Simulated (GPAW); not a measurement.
Pb:

```
Pb
1.0
     0.00000    2.47502    2.47502
     2.47502    0.00000    2.47502
     2.47502    2.47502    0.00000
Pb
1
Direct
  0.00000 0.00000 0.00000
```

Base run:

| Property | Result |
| --- | --- |
| Program | GPAW 26.7.0 |
| Functional | BP86 |
| Potentials or basis | PAW data sets generated in the run's folder for this functional |
| Cutoff | 600 eV |
| Basis | pw |
| k mesh | 9 × 9 × 9 |
| Occupations | fermi-dirac, width 0.05 eV |
| Spin | spin-orbit coupling, no magnetisation |

Its results: pressure 2.3 GPa.

Task: After a change of settings the same cell gave: pressure 3.2 GPa. Which change was it?
A. functional from BP86 to AM05; band points from 100 to 60
B. functional from BP86 to revPBE; potentials or basis from PAW data sets generated in the run's folder for this functional to the program's PAW data sets (release 1.2.1) made for this functional
C. functional from BP86 to PBEint; band points from 100 to 60

Result: B.

Caveats: spin-orbit coupling was added after a scalar SCF, so levels and gaps hold it while energy, forces, pressure and moments don't.

Not every run made on this cell is shown here.
